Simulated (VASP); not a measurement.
# SnTe (Fm-3m) in VASP: notebook, part 2 of 2

VASP 6.6.1.

## 3. Band structure, PBEsol

File POSCAR:

```
SnTe
1.0
    0.0000000000      3.1508500000      3.1508500000
    3.1508500000      0.0000000000      3.1508500000
    3.1508500000      3.1508500000      0.0000000000
Te Sn
1 1
Direct
    0.5000000000      0.5000000000      0.5000000000
    0.0000000000      0.0000000000      0.0000000000
```

File INCAR.step1:

```
  ALGO = Normal
  EDIFF = 1E-7
  ENCUT = 520
  GGA = PS
  ISIF = 2
  ISMEAR = 0
  LASPH = True
  LCHARG = True
  LREAL = False
  LWAVE = False
  NBANDS = 17
  NELM = 60
  PREC = Accurate
  SIGMA = 0.02
```

File KPOINTS.step1:

```
k-points
0
Gamma
  8 8 8
```

File INCAR.step2:

```
  ALGO = Normal
  EDIFF = 1E-7
  ENCUT = 520
  GGA = PS
  ICHARG = 11
  ISIF = 2
  ISMEAR = 0
  LASPH = True
  LCHARG = False
  LREAL = False
  LWAVE = False
  NBANDS = 17
  NELM = 60
  PREC = Accurate
  SIGMA = 0.05
```

File KPOINTS.step2:

```
path GXWKGLUWLK,UX
15
line-mode
reciprocal
 0.0000000000  0.0000000000  0.0000000000  G
 0.5000000000  0.0000000000  0.5000000000  X

 0.5000000000  0.0000000000  0.5000000000  X
 0.5000000000  0.2500000000  0.7500000000  W

 0.5000000000  0.2500000000  0.7500000000  W
 0.3750000000  0.3750000000  0.7500000000  K

 0.3750000000  0.3750000000  0.7500000000  K
 0.0000000000  0.0000000000  0.0000000000  G

 0.0000000000  0.0000000000  0.0000000000  G
 0.5000000000  0.5000000000  0.5000000000  L

 0.5000000000  0.5000000000  0.5000000000  L
 0.6250000000  0.2500000000  0.6250000000  U

 0.6250000000  0.2500000000  0.6250000000  U
 0.5000000000  0.2500000000  0.7500000000  W

 0.5000000000  0.2500000000  0.7500000000  W
 0.5000000000  0.5000000000  0.5000000000  L

 0.5000000000  0.5000000000  0.5000000000  L
 0.3750000000  0.3750000000  0.7500000000  K

 0.6250000000  0.2500000000  0.6250000000  U
 0.5000000000  0.0000000000  0.5000000000  X
```

Potentials or basis: VASP PAW PBE potentials, release 64 (Te, Sn_d).

The run is started by

```console
> cat potpaw_PBE.64/Te/POTCAR potpaw_PBE.64/Sn_d/POTCAR > POTCAR
> cp INCAR.step1 INCAR
> cp KPOINTS.step1 KPOINTS
> mpirun -np 1 vasp_std > vasp.out
> cp INCAR.step2 INCAR
> cp KPOINTS.step2 KPOINTS
> mpirun -np 1 vasp_std > vasp.out
```

OUTCAR:

```text
EDIFF = 1E-7
   ENCUT = 520
   GGA = PS
   ICHARG = 11
   ISIF = 2
   ISMEAR = 0
   LASPH = True
   LREAL = False
   NELM = 60
   PREC = Accurate

 ion  position               nearest neighbor table
   1  0.500  0.500  0.500-   2 3.15   2 3.15   2 3.15   2 3.15   2 3.15   2 3.15
   2  0.000  0.000  0.000-   1 3.15   1 3.15   1 3.15   1 3.15   1 3.15   1 3.15

  LATTYP: Found a face centered cubic cell.
 ALAT       =     6.3017000000

  Lattice vectors:

[... 663 lines left out ...]

  FORCE on cell =-STRESS in cart. coord.  units (eV):
  Direction    XX          YY          ZZ          XY          YZ          ZX
  --------------------------------------------------------------------------------------
  -------------------------------------------------------------------------------------
  Total       -1.3406050     -1.3406050     -1.3406050      0.0000000      0.0000000     -0.0000000
  in kB      -34.3319308    -34.3319308    -34.3319308      0.0000000      0.0000000     -0.0000000
  external PRESSURE =     -34.3319308 kB  Pullay stress =       0.0000000 kB

 VOLUME and BASIS-vectors are now :
 -----------------------------------------------------------------------------
  energy-cutoff  :      520.00
  volume of cell :       62.56
      direct lattice vectors                 reciprocal lattice vectors
     0.000000000  3.150850000  3.150850000    -0.158687338  0.158687338  0.158687338
     3.150850000  0.000000000  3.150850000     0.158687338 -0.158687338  0.158687338
     3.150850000  3.150850000  0.000000000     0.158687338  0.158687338 -0.158687338

 POSITION                                       TOTAL-FORCE (eV/Angst)
 -----------------------------------------------------------------------------------
      3.15085      3.15085      3.15085         0.000000     -0.000000      0.000000
      0.00000      0.00000      0.00000        -0.000000      0.000000     -0.000000
 -----------------------------------------------------------------------------------
    total drift:                               -0.000000      0.000000      0.000000

  FREE ENERGIE OF THE ION-ELECTRON SYSTEM (eV)
  ---------------------------------------------------
  free  energy   TOTEN  =        -9.2872018478 eV

  energy  without entropy=       -9.2864423890  energy(sigma->0) =       -9.28682212
```

OUTCAR.step1:

```text
EDIFF = 1E-7
   ENCUT = 520
   GGA = PS
   ISIF = 2
   ISMEAR = 0
[... 703 lines left out ...]
 -----------------------------------------------------------------------------------
      3.15085      3.15085      3.15085         0.000000     -0.000000     -0.000000
      0.00000      0.00000      0.00000        -0.000000      0.000000      0.000000
 -----------------------------------------------------------------------------------
    total drift:                               -0.000000      0.000000      0.000000

  FREE ENERGIE OF THE ION-ELECTRON SYSTEM (eV)
  ---------------------------------------------------
  free  energy   TOTEN  =        -8.3376475950 eV

  energy  without entropy=       -8.3376475945  energy(sigma->0) =       -8.33764759
```

It took 94 s on 1 thread of Intel Xeon Platinum 8259CL at 2.50GHz (Skylake/Cascade Lake), shared host; peak memory 0.31 GiB.

Results:

* Band gap on the k mesh: 0.14 eV, direct
* Band gap along the path: 0.07 eV, indirect (least direct gap 0.14 eV)

Levels at the corners of the path, in eV from the valence-band top:
```
point  band 8  band 9  band 10  band 11  band 12  band 13
    Γ   -2.08   -2.08    -2.08     3.38     3.38     3.38
    X   -5.55   -3.70    -3.70     2.15     4.96     4.96
    X   -5.55   -3.70    -3.70     2.15     4.96     4.96
    W   -4.79   -4.79    -0.76     0.87     4.62     4.62
    W   -4.79   -4.79    -0.76     0.87     4.62     4.62
    K   -5.15   -3.20    -2.68     3.07     3.10     4.19
    K   -5.15   -3.20    -2.68     3.07     3.10     4.19
    Γ   -2.08   -2.08    -2.08     3.38     3.38     3.38
    Γ   -2.08   -2.08    -2.08     3.38     3.38     3.38
    L   -1.74   -1.74     0.00     0.14     0.40     0.40
    L   -1.74   -1.74     0.00     0.14     0.40     0.40
    U   -5.15   -3.20    -2.68     3.07     3.10     4.19
    U   -5.15   -3.20    -2.68     3.07     3.10     4.19
    W   -4.79   -4.79    -0.76     0.87     4.62     4.62
    W   -4.79   -4.79    -0.76     0.87     4.62     4.62
    L   -1.74   -1.74     0.00     0.14     0.40     0.40
    L   -1.74   -1.74     0.00     0.14     0.40     0.40
    K   -5.15   -3.20    -2.68     3.07     3.10     4.19
    U   -5.15   -3.20    -2.68     3.07     3.10     4.19
    X   -5.55   -3.70    -3.70     2.15     4.96     4.96
```

Caveat: the log is that of the step along the path at fixed density, whose energy, stress, charges and moments have no meaning; the PAW data sets were made with another functional, which shifts forces and pressure a little; spin-orbit coupling is left out, which moves the levels of the heavy elements.

## 4. Band structure, TB-mBJ

POSCAR is that of step 3.

File INCAR.step1:

```
  ALGO = Normal
  EDIFF = 1E-5
  ENCUT = 520
  GGA = PE
  ISIF = 2
  ISMEAR = 0
  LASPH = True
  LCHARG = False
  LREAL = False
  LWAVE = True
  NBANDS = 17
  NELM = 60
  PREC = Accurate
  SIGMA = 0.02
```

File INCAR.step2:

```
  ALGO = Normal
  EDIFF = 1E-7
  ENCUT = 520
  ISIF = 2
  ISMEAR = 0
  ISTART = 1
  LASPH = True
  LCHARG = False
  LREAL = False
  LWAVE = False
  METAGGA = MBJ
  NBANDS = 17
  NELM = 60
  PREC = Accurate
  SIGMA = 0.02
```

File KPOINTS:

```
k-points
0
Gamma
  8 8 8
```

File KPOINTS_OPT:

```
path GXWKGLUWLK,UX
15
line-mode
reciprocal
 0.0000000000  0.0000000000  0.0000000000  G
 0.5000000000  0.0000000000  0.5000000000  X

 0.5000000000  0.0000000000  0.5000000000  X
 0.5000000000  0.2500000000  0.7500000000  W

 0.5000000000  0.2500000000  0.7500000000  W
 0.3750000000  0.3750000000  0.7500000000  K

 0.3750000000  0.3750000000  0.7500000000  K
 0.0000000000  0.0000000000  0.0000000000  G

 0.0000000000  0.0000000000  0.0000000000  G
 0.5000000000  0.5000000000  0.5000000000  L

 0.5000000000  0.5000000000  0.5000000000  L
 0.6250000000  0.2500000000  0.6250000000  U

 0.6250000000  0.2500000000  0.6250000000  U
 0.5000000000  0.2500000000  0.7500000000  W

 0.5000000000  0.2500000000  0.7500000000  W
 0.5000000000  0.5000000000  0.5000000000  L

 0.5000000000  0.5000000000  0.5000000000  L
 0.3750000000  0.3750000000  0.7500000000  K

 0.6250000000  0.2500000000  0.6250000000  U
 0.5000000000  0.0000000000  0.5000000000  X
```

The run is started by

```console
> cat potpaw_PBE.64/Te/POTCAR potpaw_PBE.64/Sn_d/POTCAR > POTCAR
> cp INCAR.step1 INCAR
> mpirun -np 1 vasp_std > vasp.out
> cp INCAR.step2 INCAR
> mpirun -np 1 vasp_std > vasp.out
```

Wall time 2.8 min (1 thread of Intel Xeon Platinum 8259CL at 2.50GHz (Skylake/Cascade Lake), shared host); peak memory 0.24 GiB.

Results (log left out):

- Band gap on the k mesh: 0.15 eV, direct
- Band gap along the path: 0.15 eV, direct

Levels at the corners of the path, in eV from the valence-band top:
```csv
point,band 7,band 8,band 9,band 10,band 11,band 12,band 13,band 14
Γ,-4.63,-2.47,-2.47,-2.47,3.37,3.37,3.37,4.64
X,-6.49,-5.72,-3.99,-3.99,2.27,4.91,4.92,6.40
X,-6.49,-5.72,-3.99,-3.99,2.27,4.91,4.92,6.40
W,-7.43,-5.00,-5.00,-1.11,0.84,4.58,4.58,6.11
W,-7.43,-5.00,-5.00,-1.11,0.84,4.58,4.58,6.11
K,-7.49,-5.34,-3.50,-2.86,2.89,3.05,4.26,5.52
K,-7.49,-5.34,-3.50,-2.86,2.89,3.05,4.26,5.52
Γ,-4.63,-2.47,-2.47,-2.47,3.37,3.37,3.37,4.64
Γ,-4.63,-2.47,-2.47,-2.47,3.37,3.37,3.37,4.64
L,-8.42,-2.15,-2.15,0.00,0.15,0.30,0.30,8.06
L,-8.42,-2.15,-2.15,0.00,0.15,0.30,0.30,8.06
U,-7.49,-5.34,-3.50,-2.86,2.89,3.05,4.26,5.52
U,-7.49,-5.34,-3.50,-2.86,2.89,3.05,4.26,5.52
W,-7.43,-5.00,-5.00,-1.11,0.84,4.58,4.58,6.11
W,-7.43,-5.00,-5.00,-1.11,0.84,4.58,4.58,6.11
L,-8.42,-2.15,-2.15,0.00,0.15,0.30,0.30,8.06
L,-8.42,-2.15,-2.15,0.00,0.15,0.30,0.30,8.06
K,-7.49,-5.34,-3.50,-2.86,2.89,3.05,4.26,5.52
U,-7.49,-5.34,-3.50,-2.86,2.89,3.05,4.26,5.52
X,-6.49,-5.72,-3.99,-3.99,2.27,4.91,4.92,6.40
```

Caveat: the PAW data sets were made with another functional, which shifts forces and pressure a little; spin-orbit coupling is left out, which moves the levels of the heavy elements.

## 5. The runs side by side

| level | potentials or basis | gap on the mesh (eV) |
| --- | --- | --- |
| LDA | VASP PAW LDA potentials, release 64 (Te, Sn_d) | 0.12 |
| PBEsol | VASP PAW PBE potentials, release 64 (Te, Sn_d) | 0.14 |
| TB-mBJ | VASP PAW PBE potentials, release 64 (Te, Sn_d) | 0.15 |

Alike in all rows: task band structure; no spin polarisation; cell as given; k mesh 8 × 8 × 8; cutoff (eV) 520; smearing gaussian 0.02 eV.

Caveats: spin-orbit coupling is left out, which moves the levels of the heavy elements; the PAW data sets were made with another functional, which shifts forces and pressure a little (some runs).

Absolute energies hang on the potentials; compare differences alone.

## 6. Comparison with measurements

Step 2. Measured gap of SnTe: 0.18 eV (direct; 300 K; a printed reference work, textbook). This calculation gives 0.07 eV (-0.11 eV). Spin-orbit coupling on Sn, Te is left out. The value is that of LDA, without temperature or zero-point motion. Semilocal functionals fall short of measured gaps as a rule.

Step 3. Measured direct gap of SnTe: 0.18 eV (direct; 300 K; a printed reference work, textbook). This calculation gives 0.14 eV (-0.04 eV). Spin-orbit coupling on Sn, Te is left out. The value is that of PBEsol, without temperature or zero-point motion. Semilocal functionals fall short of measured gaps as a rule.

Step 4. A measured gap of SnTe is 0.18 eV (direct; 300 K; a printed reference work, textbook); the calculated 0.15 eV misses it by -0.03 eV. Spin-orbit coupling on Sn, Te is left out. The value is that of TB-mBJ, without temperature or zero-point motion.
